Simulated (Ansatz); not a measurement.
## A series in volume per atom on InSb

Density functional stress and forces at fixed atoms, pressure and stress positive in compression, spin-unpolarised plane waves. The results are calculated, by Ansatz 0.2.0.

Cell of the first row (space group F-43m, No. 216):
```
InSb
1.0
      0.0000     3.1483     3.1483
      3.1483     0.0000     3.1483
      3.1483     3.1483     0.0000
In Sb
1 1
Direct
  0.00000 0.00000 0.00000
  0.25000 0.25000 0.25000
```

Settings of every row: periodic directions 3; functional PBE; spin orbit no; potentials PAW; wave cutoff 420 eV; k mesh 6x6x6; smearing width 0.02 eV.

Limits: small gap without spin-orbit coupling.

```csv
row,volume per atom (Å³),pressure (GPa)
1,31.206,8.42
2,31.48,7.79
3,33.198,4.5
4,33.873,3.39
5,34.224,2.86
6,35.272,?
7,36.807,-0.24
8,37.431,-0.81
9,37.984,-1.27
10,39.676,-2.45
11,41.335,-3.32
```

Question: what pressure should row 6 give?

Worked fit of pressure. Take u = (V_r/V)^(2/3) − 1 with V_r = 35.516 Å³ an atom, which is twice the finite (Eulerian) strain; such expansions in the strain, on which the Birch-Murnaghan equation of state is built, carry the rest volume and the bulk modulus. The shown rows have u = 0.09008, 0.08374, 0.04602, 0.03208, 0.02501, -0.02352, -0.0344, -0.0438, -0.07118, -0.0962. Least squares give pressure = 1.165 + 63.95 × u + 182.1 × u² GPa; a straight line predicts inner rows, each left out in turn, worse (root mean square 0.56 against 0.016 GPa). The rows lie off it by 0.02, -0.01, 0.01, -0.01, -0.02, 0.00, 0.01, 0.02, 0.01, -0.02. The pressure vanishes at u = -0.0193, or V = 36.57 Å³ an atom, and there the bulk modulus with atoms relaxed is B = −V dP/dV = (2/3)(1 + u) dP/du = 37.2 GPa. The withheld row has u = 0.00461, so the fit gives 1.165 + 63.95 × (0.00461) + 182.1 × (0.00461)² = 1.46 GPa.

The calculation gave 1.45 GPa. The fit lies 0.01 GPa (0.085 % of the column's range) above it, one unit of the last digit.
